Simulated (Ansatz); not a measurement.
# TiC: scans of the energy surface

Aim: for TiC, compute the harmonic modes and trace the energy along mode 4.

Method: DFT PBE, scalar-relativistic, plane waves, PAW, in Ansatz 0.2.0.

2 further runs of the same task are left out: 1 for a known fault of the program, 1 set aside as unsound or not needed. Runs told in other sessions of the task aren't counted.

### 1 The starting structure

It takes space group Fm-3m (No. 225, cubic). The conventional cell has a = 4.333 Å, b = 4.333 Å, c = 4.333 Å, α = 90.00°, β = 90.00°, γ = 90.00°. Ti (site symmetry m-3m) is surrounded by 6 C at 2.17 Å. Around C (site symmetry m-3m) lie 6 Ti at 2.17 Å.

Structure file:

```
Ti C
1.0
     0.00000   -2.16646   -2.16646
     0.00000    2.16646   -2.16646
     4.33292    0.00000    0.00000
Ti C
2 2
Cartesian
  2.1665 0.0000 -2.1665
  0.0000 0.0000 -4.3329
  0.0000 0.0000 -2.1665
  2.1665 0.0000 0.0000
```

It is built from the cell relaxed beforehand with the same method (10.17 Å³/atom).

### 2 The undisturbed cell

input.yaml reads:

```yaml
crystal:
  lattice:
    - [0.0, -2.1664615256, -2.1664615256]
    - [0.0, 2.1664615256, -2.1664615256]
    - [4.3329230512, 0.0, 0.0]
  atoms:
    - { symbol: Ti, position: [0.5, 0.5, 0.5] }
    - { symbol: Ti, position: [1.0, 1.0, 0.0] }
    - { symbol: C, position: [0.5, 0.5, 0.0] }
    - { symbol: C, position: [0.0, 0.0, 0.5] }
basis:
  ecutwfc: 420
kpoints:
  mp_grid: { grid: [20, 20, 14] }
hamiltonian:
  xc: pbe
scf:
  occupations: { method: gaussian, width: 0.15 }
output:
  forces: true
  stress: true
  eigenvalues: true
  write_density: true
  write_potential: true
  elf: true
  volumetric_format: npy
```

On the command line:

```bash
> ansatz run input.yaml --threads 2 --pin off --max-ram 5120MiB --backend cpu --events-out ev --progress --plain --runs-dir out
```

Log, shortened:

```text
Warning: RAYON_NUM_THREADS=2 ignored (pool sized by the plan → 2); use --threads N
[...]
Pseudopotentials: kind: paw
Pseudopotential: Ti, paw, valence charge 12, recommended cutoff 420 eV (normal), Ti.paw.azcp
Pseudopotential: C, paw, valence charge 4, recommended cutoff 420 eV (normal), C.paw.azcp
Functional definition: PBE
[...]
Crystal: 4 atoms, lattice volume = 40.674 Å³
Basis set: ecut = 420 eV, 799 PW (Γ), exchange–correlation on 48×48×60 points (8 copies of the dense FFT grid, shifted against one another)
Bands: 20, of which v1, the nominal top of the filled ones, is band 16 counted from 1 (15 counted from 0)
Symmetry: 32 space group operations
Space group: Fm-3m (ITA 225), of the structure as read, at distance tolerance 3.4e-5 Å
k-points: 528 of 5600
[...]
SCF iter   1: F=—  HF=-5504.548227 eV  |F-HF|=—  |Δ(HF+E_count)|=         —  Δρ=3.70e-3  dr2=3.82e-3  ethr=1.77e-3  ⟨swp⟩=4.6  Hψ=40040  notcnv=0
[...]
SCF iter   6: F=-5504.547475 eV  HF=-5504.547475 eV  |F-HF|=6.17e-10  |Δ(HF+E_count)|=   2.67e-8  Δρ=1.94e-6  dr2=5.69e-10  ethr=1.20e-10  ⟨swp⟩=4.7  Hψ=53667  notcnv=0
[...]
SCF converged after 6 iterations
Free energy (F): -5504.547475 eV
[...]
E sigma→0 (E₀):  -5504.544256 eV
Entropy (-TS):   -0.006439 eV (-1.610 meV/atom)
Fermi energy:    14.677806 eV
[...]
--- Forces (eV/Å), atoms counted from 1 ---
  atom   1  Ti     0.00000000    -0.00000000     0.00000000
  atom   2  Ti     0.00000000    -0.00000000    -0.00000000
  atom   3  C     -0.00000000    -0.00000000    -0.00000000
  atom   4  C     -0.00000000    -0.00000000    -0.00000000
[...]
--- Stress (GPa, compression-positive) ---
        0.028820       0.000000       0.000000
        0.000000      -0.001824      -0.000000
        0.000000       0.000000      -0.001824
  P = ⅓ Tr σ = 0.0084 GPa (0.084 kbar)
--- Band table (eV; the first three rows and the last of 528) ---
  k-point 0: bands = ["-41.8743", "-41.7771", "-18.3443", "-18.0771", "-18.0771", "-17.9089", "-17.9088", "-17.9088", "2.2803", "4.5618", "11.2459", "13.0641", "14.6380", "14.6380", "15.3742", "15.3742", "15.3742", "16.3494", "16.3495", "16.3495"]
[...]
```

It took 9.4 s on 2 threads of Intel Xeon Platinum 8488C (Sapphire Rapids), shared host; peak memory 0.69 GiB.

The maps below are laid out on this run's own conventional cell (a, b, c = 4.333, 4.333, 4.333 Å).

Density in a lattice plane of the grid's cell (edges 4.33 and 4.33 Å, at 0.000 of the third edge), which holds Ti and C.

Ten even steps from '0' (0.21 e/Å³) to '9' (10.12 e/Å³):
```
986310000011111000001368
653100000011111000000135
221000000000000000000012
000000000000000000000000
000000000000000000000000
000000000000000000000000
000000000012221000000000
111000000135653100000011
111000001368986310000011
111100001479997410000111
111000001368986310000011
111000000135653100000011
000000000012221000000000
000000000000000000000000
000000000000000000000000
000000000000000000000000
221000000000000000000012
653100000011111000000135
986310000011111000001368
997410000111111100001479
```
Columns run along the first of these edges and rows up along the second, over one cell in 24 and 20 even steps from the bottom left corner. Atoms in the plane (fractional): Ti at (0.50, 0.50), Ti at (0.00, 0.00), C at (0.00, 0.50), C at (0.50, 0.00).

ELF in the same plane.

Ten even steps from '0' (0.00) to '9' (0.78):
```
136753479973137997435763
777632379998789997323677
775311368999999986311357
432111346778887764311123
443333233334443333233334
887764311123432111346778
999986311357775311368999
789997323677777632379998
137997435763136753479973
015897436850005863479851
137997435763136753479973
789997323677777632379998
999986311357775311368999
887764311123432111346778
443333233334443333233334
432111346778887764311123
775311368999999986311357
777632379998789997323677
136753479973137997435763
005863479851015897436850
```
Columns run along the first of these edges and rows up along the second, over one cell in 24 and 20 even steps from the bottom left corner. Atoms in the plane (fractional): Ti at (0.50, 0.50), Ti at (0.00, 0.00), C at (0.00, 0.50), C at (0.50, 0.00).

Both are smooth fields of the valence electrons: close to the nuclei they are not physical.

Outside the cores ELF peaks at 0.80 in the shell around C, 0.7 Å from C.

The cell is repeated 2 times, 4 atoms in all. The reference gives a free energy of -5504.5475 eV, pressure 0.01 GPa, largest force 0.000 eV/Å and gap on the mesh none (metal).

### 3 Harmonic modes of this cell

input.yaml: that of step 2 with these lines changed.

```diff
@@ -19,8 +19,8 @@
 output:
-  forces: true
-  stress: true
   eigenvalues: true
-  write_density: true
-  write_potential: true
-  elf: true
-  volumetric_format: npy
+phonons:
+  method: fd
+  supercell: [1, 1, 1]
+  amplitude: 0.02
+  eigenvectors: true
+  dielectric: false
```

On the command line:

```bash
> ansatz run input.yaml --threads 2 --pin off --max-ram 5120MiB --backend cpu --events-out ev --progress --plain --runs-dir out
```

Log, shortened:

```text
Warning: RAYON_NUM_THREADS=2 ignored (pool sized by the plan → 2); use --threads N
[...]
Pseudopotentials: kind: paw
Pseudopotential: Ti, paw, valence charge 12, recommended cutoff 420 eV (normal), Ti.paw.azcp
Pseudopotential: C, paw, valence charge 4, recommended cutoff 420 eV (normal), C.paw.azcp
Functional definition: PBE
[...]
Crystal: 4 atoms, lattice volume = 40.674 Å³
Basis set: ecut = 420 eV, 799 PW (Γ), exchange–correlation on 48×48×60 points (8 copies of the dense FFT grid, shifted against one another)
Bands: 20, of which v1, the nominal top of the filled ones, is band 16 counted from 1 (15 counted from 0)
Symmetry: 32 space group operations
k-points: 528 of 5600
[...]
SCF iter   1: F=—  HF=-5504.548227 eV  |F-HF|=—  |Δ(HF+E_count)|=         —  Δρ=3.70e-3  dr2=3.82e-3  ethr=1.77e-3  ⟨swp⟩=4.6  Hψ=40040  notcnv=0
[...]
Symmetry: 8 space group operations
[...]
--- Band table (eV; the first three rows and the last of 528) ---
  k-point 0: bands = ["-41.8743", "-41.7771", "-18.3443", "-18.0771", "-18.0771", "-17.9089", "-17.9088", "-17.9088", "2.2803", "4.5618", "11.2459", "13.0641", "14.6380", "14.6380", "15.3742", "15.3742", "15.3742", "16.3494", "16.3495", "16.3495"]
[...]
--- Phonons: 4 displaced members + reference (amplitude 0.02 Å, Σ member SCF iterations 30) ---
  symmetry images taken by strict's conditions (phonons.symmetry_images: auto; settled by no image being taken that strict refuses)
  ASR residual: 6.716e-3 → 0.000e0 eV/Å²; symmetrization residual: 3.570e-3 eV/Å²
  largest component of a force at the reference: 9.5e-30 eV/Å
  ASR residual per site (eV/Å²): 6.71e-3 6.71e-3 6.72e-3 6.72e-3
  Γ frequencies (cm⁻¹): 0.00 0.00 0.00 285.36 285.36 354.13 512.28 512.28 513.66 516.21 516.21 588.25
  density of states and harmonic sums: on the 20×20×14 q-mesh, interpolated from the force constants of a 1×1×1 supercell (no non-analytic term)
  largest difference from the sums on the solved wave vectors: F 3.45e-1 eV, S 6.03e-4 and C_V 2.58e-4 eV/K
[...]
```

Wall time 76 s (2 threads of Intel Xeon Platinum 8488C (Sapphire Rapids), shared host); peak memory 1.2 GiB.

The modes, lowest first (cm⁻¹, without the LO–TO term): 1: 0, 2: 0, 3: 0, 4: 285, 5: 285, 6: 354, 7: 512, 8: 512, 9: 514, 10: 516, 11: 516, 12: 588. The cell doubles the primitive one, so its zone centre also holds the primitive cell's point q = (0, 1/2, 1/2). Three modes near zero are the rigid translations.

### 4 The scan: freezing in a mode

Mode 4 of the phonon run on this cell, counted from the lowest, is frozen in: each atom moves by x times its row below, so x is the largest displacement.

```
atom     ux      uy     uz
 Ti1  0.000  -1.000  0.000
 Ti2  0.000   1.000  0.000
  C3  0.000   0.166  0.000
  C4  0.000  -0.166  0.000
```

### 5 x = -0.300 Å

input.yaml reads:

```yaml
crystal:
  lattice:
    - [0.0, -2.1664615256, -2.1664615256]
    - [0.0, 2.1664615256, -2.1664615256]
    - [4.3329230512, 0.0, 0.0]
  atoms:
    - { symbol: Ti, position: [0.4307626753, 0.5692373247, 0.5] }
    - { symbol: Ti, position: [1.0692373247, 0.9307626753, 0.0] }
    - { symbol: C, position: [0.5115015804, 0.4884984196, 0.0] }
    - { symbol: C, position: [-0.0115015804, 0.0115015804, 0.5] }
basis:
  ecutwfc: 420
kpoints:
  mp_grid: { grid: [20, 20, 14] }
hamiltonian:
  xc: pbe
scf:
  occupations: { method: gaussian, width: 0.15 }
output:
  forces: true
  stress: true
  eigenvalues: true
```

On the command line:

```bash
> ansatz run input.yaml --threads 2 --pin off --max-ram 5120MiB --backend cpu --events-out ev --progress --plain --runs-dir out
```

Log, shortened:

```text
Warning: RAYON_NUM_THREADS=2 ignored (pool sized by the plan → 2); use --threads N
[...]
Pseudopotentials: kind: paw
Pseudopotential: Ti, paw, valence charge 12, recommended cutoff 420 eV (normal), Ti.paw.azcp
Pseudopotential: C, paw, valence charge 4, recommended cutoff 420 eV (normal), C.paw.azcp
Functional definition: PBE
[...]
Crystal: 4 atoms, lattice volume = 40.674 Å³
Basis set: ecut = 420 eV, 799 PW (Γ), exchange–correlation on 48×48×60 points (8 copies of the dense FFT grid, shifted against one another)
Bands: 20, of which v1, the nominal top of the filled ones, is band 16 counted from 1 (15 counted from 0)
Symmetry: 8 space group operations
Space group: Cmcm (ITA 63), of the structure as read, at distance tolerance 3.4e-5 Å
k-points: 888 of 5600
[...]
SCF iter   1: F=—  HF=-5503.148283 eV  |F-HF|=—  |Δ(HF+E_count)|=         —  Δρ=4.27e-3  dr2=3.47e-3  ethr=1.77e-3  ⟨swp⟩=4.6  Hψ=68328  notcnv=0
[...]
SCF converged after 6 iterations
Free energy (F): -5503.147723 eV
[...]
E sigma→0 (E₀):  -5503.143801 eV
Entropy (-TS):   -0.007843 eV (-1.961 meV/atom)
Fermi energy:    14.588749 eV
[...]
--- Forces (eV/Å), atoms counted from 1 ---
  atom   1  Ti     0.00000000    -5.05990486     0.00000000
  atom   2  Ti     0.00000000     5.05990486     0.00000000
  atom   3  C      0.00000000    -0.97589282     0.00000000
  atom   4  C      0.00000000     0.97589282     0.00000000
[...]
--- Stress (GPa, compression-positive) ---
       19.146943       0.000000       0.000000
        0.000000      23.480060       0.000000
        0.000000       0.000000      -3.759434
  P = ⅓ Tr σ = 12.9559 GPa (129.559 kbar)
--- Band table (eV; the first three rows and the last of 888) ---
  k-point 0: bands = ["-41.8356", "-41.6776", "-18.4525", "-18.0580", "-17.9663", "-17.8883", "-17.8479", "-17.7667", "2.3481", "4.6954", "11.2218", "12.7156", "12.9200", "13.9860", "14.7707", "15.0844", "15.2975", "15.8856", "16.4913", "16.7822"]
[...]
```

It took 12 s on 2 threads of Intel Xeon Platinum 8488C (Sapphire Rapids), shared host; peak memory 0.87 GiB.

### 6 At x = 0.225 Å

input.yaml reads:

```yaml
crystal:
  lattice:
    - [0.0, -2.1664615256, -2.1664615256]
    - [0.0, 2.1664615256, -2.1664615256]
    - [4.3329230512, 0.0, 0.0]
  atoms:
    - { symbol: Ti, position: [0.5519279935, 0.4480720065, 0.5] }
    - { symbol: Ti, position: [0.9480720065, 1.0519279935, 0.0] }
    - { symbol: C, position: [0.4913738147, 0.5086261853, 0.0] }
    - { symbol: C, position: [0.0086261853, -0.0086261853, 0.5] }
basis:
  ecutwfc: 420
kpoints:
  mp_grid: { grid: [20, 20, 14] }
hamiltonian:
  xc: pbe
scf:
  occupations: { method: gaussian, width: 0.15 }
output:
  forces: true
  stress: true
  eigenvalues: true
```

On the command line:

```bash
> ansatz run input.yaml --threads 2 --pin off --max-ram 5120MiB --backend cpu --events-out ev --progress --plain --runs-dir out
```

Log, shortened:

```text
Warning: RAYON_NUM_THREADS=2 ignored (pool sized by the plan → 2); use --threads N
[...]
Pseudopotentials: kind: paw
Pseudopotential: Ti, paw, valence charge 12, recommended cutoff 420 eV (normal), Ti.paw.azcp
Pseudopotential: C, paw, valence charge 4, recommended cutoff 420 eV (normal), C.paw.azcp
Functional definition: PBE
[...]
Crystal: 4 atoms, lattice volume = 40.674 Å³
Basis set: ecut = 420 eV, 799 PW (Γ), exchange–correlation on 48×48×60 points (8 copies of the dense FFT grid, shifted against one another)
Bands: 20, of which v1, the nominal top of the filled ones, is band 16 counted from 1 (15 counted from 0)
Symmetry: 8 space group operations
Space group: Cmcm (ITA 63), of the structure as read, at distance tolerance 3.4e-5 Å
k-points: 888 of 5600
[...]
SCF iter   1: F=—  HF=-5503.779436 eV  |F-HF|=—  |Δ(HF+E_count)|=         —  Δρ=3.63e-3  dr2=2.84e-3  ethr=1.77e-3  ⟨swp⟩=4.6  Hψ=67743  notcnv=0
[...]
SCF converged after 6 iterations
Free energy (F): -5503.778933 eV
[...]
E sigma→0 (E₀):  -5503.775629 eV
Entropy (-TS):   -0.006609 eV (-1.652 meV/atom)
Fermi energy:    14.626132 eV
[...]
--- Forces (eV/Å), atoms counted from 1 ---
  atom   1  Ti     0.00000000     3.60563532     0.00000000
  atom   2  Ti     0.00000000    -3.60563532     0.00000000
  atom   3  C      0.00000000     0.41318901     0.00000000
  atom   4  C      0.00000000    -0.41318901     0.00000000
[...]
--- Stress (GPa, compression-positive) ---
       11.517527       0.000000       0.000000
        0.000000      12.807247       0.000000
        0.000000       0.000000      -2.480927
  P = ⅓ Tr σ = 7.2813 GPa (72.813 kbar)
--- Band table (eV; the first three rows and the last of 888) ---
  k-point 0: bands = ["-41.8544", "-41.7252", "-18.4013", "-18.0682", "-18.0224", "-17.9052", "-17.8696", "-17.8339", "2.3182", "4.6330", "11.2322", "12.9810", "13.2407", "14.2019", "15.1989", "15.3034", "15.5024", "15.6583", "16.5030", "16.5922"]
[...]
```

It took 11 s on 2 threads of Intel Xeon Platinum 8488C (Sapphire Rapids), shared host; peak memory 0.88 GiB.

### 7 Variant: mp_grid.shift [0.5, 0.5, 0.5], occupations.width 0.001

input.yaml: that of step 6 with these lines changed.

```diff
@@ -13,3 +13,3 @@
 kpoints:
-  mp_grid: { grid: [20, 20, 14] }
+  mp_grid: { grid: [20, 20, 14], shift: [0.5, 0.5, 0.5] }
 hamiltonian:
@@ -17,6 +17,6 @@
 scf:
-  occupations: { method: gaussian, width: 0.15 }
+  occupations: { method: gaussian, width: 0.001 }
 output:
   forces: true
+  eigenvalues: true
   stress: true
-  eigenvalues: true
```

On the command line:

```bash
> ansatz run input.yaml --threads 2 --pin off --max-ram 5120MiB --backend cpu --events-out ev --progress --plain --runs-dir out
```

Log, shortened:

```text
Warning: RAYON_NUM_THREADS=2 ignored (pool sized by the plan → 2); use --threads N
[...]
Pseudopotentials: kind: paw
Pseudopotential: Ti, paw, valence charge 12, recommended cutoff 420 eV (normal), Ti.paw.azcp
Pseudopotential: C, paw, valence charge 4, recommended cutoff 420 eV (normal), C.paw.azcp
Functional definition: PBE
[...]
Crystal: 4 atoms, lattice volume = 40.674 Å³
Basis set: ecut = 420 eV, 799 PW (Γ), exchange–correlation on 48×48×60 points (8 copies of the dense FFT grid, shifted against one another)
Bands: 20, of which v1, the nominal top of the filled ones, is band 16 counted from 1 (15 counted from 0)
Symmetry: 8 space group operations
Space group: Cmcm (ITA 63), of the structure as read, at distance tolerance 3.4e-5 Å
k-points: 770 of 5600
[...]
SCF iter   1: F=—  HF=-5503.775993 eV  |F-HF|=—  |Δ(HF+E_count)|=         —  Δρ=3.67e-3  dr2=2.83e-3  ethr=1.77e-3  ⟨swp⟩=4.6  Hψ=58074  notcnv=0
[...]
SCF converged after 6 iterations
Free energy (F): -5503.775486 eV
[...]
E sigma→0 (E₀):  -5503.775485 eV
Entropy (-TS):   -0.000001 eV (-0.000 meV/atom)
Fermi energy:    14.647232 eV
[...]
--- Forces (eV/Å), atoms counted from 1 ---
  atom   1  Ti     0.00000000     3.61089254     0.00000000
  atom   2  Ti     0.00000000    -3.61089254     0.00000000
  atom   3  C      0.00000000     0.40742006     0.00000000
  atom   4  C      0.00000000    -0.40742006     0.00000000
[...]
--- Stress (GPa, compression-positive) ---
       11.426277       0.000000       0.000000
        0.000000      12.813150       0.000000
        0.000000       0.000000      -2.407500
  P = ⅓ Tr σ = 7.2773 GPa (72.773 kbar)
--- Band table (eV; the first three rows and the last of 770) ---
  k-point 0: bands = ["-41.8538", "-41.7258", "-18.3987", "-18.0700", "-18.0233", "-17.9092", "-17.8707", "-17.8359", "2.3471", "4.6440", "11.2203", "12.9084", "13.1848", "14.2692", "15.1293", "15.2423", "15.4164", "15.7811", "16.2249", "16.6165"]
[...]
```

Run time: 9.5 s. Hardware: 2 threads of Intel Xeon Platinum 8488C (Sapphire Rapids), shared host; peak memory 0.81 GiB.

```
    run     ending       energy change  pressure (GPa)  gap (eV)  force (eV/Å)  cycles   time
 step 6  converged                   0             7.3      0.00          3.61       6   11 s
variant  converged  0.0 meV/atom (σ→0)             7.3      0.00          3.61       6  9.5 s
```

Changing the k-point mesh and smearing leaves the energy as it was (0.0 meV/atom).

### 8 At x = -0.150 Å

input.yaml reads:

```yaml
crystal:
  lattice:
    - [0.0, -2.1664615256, -2.1664615256]
    - [0.0, 2.1664615256, -2.1664615256]
    - [4.3329230512, 0.0, 0.0]
  atoms:
    - { symbol: Ti, position: [0.4653813377, 0.5346186623, 0.5] }
    - { symbol: Ti, position: [1.0346186623, 0.9653813377, 0.0] }
    - { symbol: C, position: [0.5057507902, 0.4942492098, 0.0] }
    - { symbol: C, position: [-0.0057507902, 0.0057507902, 0.5] }
basis:
  ecutwfc: 420
kpoints:
  mp_grid: { grid: [20, 20, 14] }
hamiltonian:
  xc: pbe
scf:
  occupations: { method: gaussian, width: 0.15 }
output:
  forces: true
  stress: true
  eigenvalues: true
```

On the command line:

```bash
> ansatz run input.yaml --threads 2 --pin off --max-ram 5120MiB --backend cpu --events-out ev --progress --plain --runs-dir out
```

Log, shortened:

```text
[...]
SCF converged after 6 iterations
Free energy (F): -5504.213986 eV
[...]
E sigma→0 (E₀):  -5504.211006 eV
Entropy (-TS):   -0.005960 eV (-1.490 meV/atom)
Fermi energy:    14.659343 eV
[...]
--- Forces (eV/Å), atoms counted from 1 ---
  atom   1  Ti     0.00000000    -2.29343228     0.00000000
  atom   2  Ti     0.00000000     2.29343228     0.00000000
  atom   3  C      0.00000000    -0.10090377     0.00000000
  atom   4  C      0.00000000     0.10090377     0.00000000
[...]
--- Stress (GPa, compression-positive) ---
        5.538894       0.000000       0.000000
        0.000000       5.499395       0.000000
        0.000000       0.000000      -1.315556
  P = ⅓ Tr σ = 3.2409 GPa (32.409 kbar)
--- Band table (eV; the first three rows and the last of 888) ---
  k-point 0: bands = ["-41.8679", "-41.7571", "-18.3703", "-18.0744", "-18.0576", "-17.9122", "-17.8904", "-17.8792", "2.2977", "4.5930", "11.2404", "13.0259", "13.7803", "14.4113", "15.3329", "15.4976", "15.6636", "15.8926", "16.2824", "16.4573"]
[...]
```

Run time: 11 s. Hardware: 2 threads of Intel Xeon Platinum 8488C (Sapphire Rapids), shared host; peak memory 0.88 GiB.

[end of part 1 of 2]
